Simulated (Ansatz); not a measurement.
`C[C](=O)[GeH3]` + `CN[SiH2][SiH3]` → `[SiH3][SiH2][NH][GeH3]` + acetone at 500 K and 1 bar (formal exchange of groups at a Ge–C bond).

Computed with Ansatz on PBE0-D4/def2-TZVP structures; ΔE is electronic, products minus reactants. CBS: MP2 limit from def2 TZ/QZ plus the TZ coupled-cluster correction, frozen cores. For Ge outer-core shells are correlated without core-valence functions, which leaves a few kJ/mol of doubt a bond. Scalar relativity is left out up to krypton. One conformer a species, not always the lowest.

| species | CCSD(T)/CBS energy (Eh) | H − E (kJ/mol) | S (J/(mol·K)) |
| --- | --- | --- | --- |
| `C[C](=O)[GeH3]` | -2230.97136 | 223.8 | 404.3 |
| `CN[SiH2][SiH3]` | -676.32808 | 305.1 | 440.2 |
| `[SiH3][SiH2][NH][GeH3]` | -2714.39913 | 272.8 | 488.4 |
| `CC(C)=O` | -192.94016 | 255.7 | 350.0 |

H − E and S are ideal-gas, rigid-rotor, harmonic terms from PBE0-D4/def2-TZVP, for one conformer and one mirror image of each species. 1 Eh = 2625.50 kJ/mol, R = 8.31446 J/(mol·K).

Question: By hand: ΔE, ΔH, ΔS and ΔG.

Answer: ΔE = (-2714.39913) + (-192.94016) − (-2230.97136) − (-676.32808) = -0.03985 Eh = -104.6 kJ/mol. Δ(H − E) = 272.8 + 255.7 − 223.8 − 305.1 = -0.4, so ΔH = -105.0 kJ/mol. ΔS = 488.4 + 350.0 − 404.3 − 440.2 = -6.1 J/(mol·K). ΔG = -105.0 − 500 × (-6.1)/1000 = -102.0 kJ/mol.

Question: By hand: the equilibrium constant, and the temperature at which ΔG would vanish if ΔH and ΔS stayed fixed.

Answer: log₁₀ K = −ΔG/(RT ln 10) = 10.7. ΔG = 0 at ΔH/ΔS = 17213 K, far beyond where these terms or the molecules hold.

The number of gas molecules stays the same, so ΔS is small and ΔH decides. A doubt of 5 kJ/mol in ΔE shifts log₁₀ K by 0.5 here. Other conformers and mirror images would add mixing entropy, several J/(mol·K) or more a flexible species. Modes under 60 cm⁻¹, often nearly free rotors, make the harmonic entropy too high. These are equilibria of isolated gas molecules and say nothing of rates. Largest T1 diagnostic: 0.014 (customary marks: 0.02 for closed shells, 0.045 for open ones).
